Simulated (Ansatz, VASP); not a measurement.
One calculation of BaTiO3, two programs

```
Ba Ti O
1.0
     4.00600    0.00000    0.00000
     0.00000    4.00600    0.00000
     0.00000    0.00000    4.00600
Ba Ti O
1 1 3
Direct
  0.50000 0.50000 0.50000
  0.00000 0.00000 0.00000
  0.00000 0.00000 0.50000
  0.00000 0.50000 0.00000
  0.50000 0.00000 0.00000
```

Alike in both runs: functional PBEsol; k mesh 7 × 7 × 7; occupations fermi-dirac, width 0.05 eV; no spin polarisation; Hubbard terms Ti d U = 3.0 eV.

|  | VASP | Ansatz |
| --- | --- | --- |
| version | VASP 6.6.1 | Ansatz 0.2.0 |
| potentials or method | VASP PAW PBE potentials, release 64 (Ba_sv, Ti_sv, O) | Ansatz PAW |
| plane-wave cutoff (eV) | 520 | 420 |
| valence electrons in the cell | 40 | 40 |
| task | single point | projected density of states |

```csv
,VASP,Ansatz,Ansatz less VASP
gap on the k mesh at the Fermi level (eV),2.09,2.14,+0.049
least direct gap on the mesh (eV),2.21,2.22,+0.010
pressure (GPa),-0.4,-3.7,-3.29
```

The programs project onto different local orbitals, so the same U acts differently.

Caveats: spin-orbit coupling is left out, which moves the levels of the heavy elements; the PAW data sets were made with another functional, which shifts forces and pressure a little (VASP); an odd mesh through Γ misses points on the zone boundary, where band edges often lie (VASP); odd divisions of the mesh miss points on the zone boundary, where band edges often lie, so the gap on the mesh can be too wide (Ansatz); the pressure holds a Pulay correction of +0.6 GPa for the finite cutoff (Ansatz); the PAW data sets come from PBE, with cores solved anew for the run's functional, which leaves a small shift of forces and pressure (Ansatz); the density of states is complete only up to the lowest level of the last band computed (Ansatz).
